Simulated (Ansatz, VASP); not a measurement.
## Two plane-wave programs on PtSe2

The input INCAR:

```
PREC = Accurate
ENCUT = 600
EDIFF = 1E-7
ISMEAR = 0
SIGMA = 0.1
LREAL = F
LASPH = T
NELM = 100
ALGO = Normal
ISIF = 3
LWAVE = F
LCHARG = F
GGA = PE
IBRION = 2
NSW = 100
EDIFFG = -0.01
```

KPOINTS

```
regular mesh
0
Gamma
  8 8 8
```

File POSCAR:

```
PtSe2
1.0
   -2.9510685722      2.9510685722      3.3567251794
    2.9510685722     -2.9510685722      3.3567251794
    2.9510685722      2.9510685722     -3.3567251794
Pt Se
2 4
Direct
    0.2500000000      0.2500000000      0.0000000000
    0.7500000000      0.7500000000      0.0000000000
    0.6730383846      0.1730383846      0.8460767692
    0.1730383846      0.3269616154      0.5000000000
    0.3269616154      0.8269616154      0.1539232308
    0.8269616154      0.6730383846      0.5000000000
```

Input for Ansatz:

```yaml
crystal:
  lattice:
    - [-2.9510685722, 2.9510685722, 3.3567251794]
    - [2.9510685722, -2.9510685722, 3.3567251794]
    - [2.9510685722, 2.9510685722, -3.3567251794]
  atoms:
    - { symbol: Pt, position: [0.25, 0.25, 0.0] }
    - { symbol: Pt, position: [0.75, 0.75, 0.0] }
    - { symbol: Se, position: [0.6730383846, 0.1730383846, 0.8460767692] }
    - { symbol: Se, position: [0.1730383846, 0.3269616154, 0.5] }
    - { symbol: Se, position: [0.3269616154, 0.8269616154, 0.1539232308] }
    - { symbol: Se, position: [0.8269616154, 0.6730383846, 0.5] }
basis:
  ecutwfc: 420
kpoints:
  mp_grid: { grid: [8, 8, 8] }
hamiltonian:
  xc: pbe
scf:
  occupations: { method: gaussian, width: 0.1 }
output:
  forces: true
  stress: true
  eigenvalues: true
relax:
  adjacent_minimum: "off"
  f_tol: 0.01
  max_steps: 80
  cell: { stress_tol: 0.05 }
```

Alike in both runs: task relaxation of cell and atoms; functional PBE; k mesh 8 × 8 × 8; occupations gaussian, width 0.1 eV; no spin polarisation.

|  | VASP | Ansatz |
| --- | --- | --- |
| version | VASP 6.6.1 | Ansatz 0.2.0 |
| potentials or method | VASP PAW PBE potentials, release 64 (Pt, Se) | scalar-relativistic, plane waves, PAW |
| plane-wave cutoff (eV) | 600 | 420 |
| valence electrons in the cell | 44 | 100 |

|  | VASP | Ansatz | Ansatz less VASP |
| --- | --- | --- | --- |
| gap on the k mesh at the Fermi level, each at its own relaxed structure (eV) | none | none | - |
| relaxed volume (Å³/atom) | 19.53 | 19.54 | +0.014 |
| relaxed cell length with the largest relative difference (Å) | 5.363 | 5.364 | +0.0008 |
| energy change over the relaxation (meV/atom) | -2 | -2 | 0.0 |

A gap of «none» marks a metal or a gap that the smearing closes. The two sets of potentials don't hold the same shells in valence.

Spin-orbit coupling is left out, which matters for the levels of Pt.
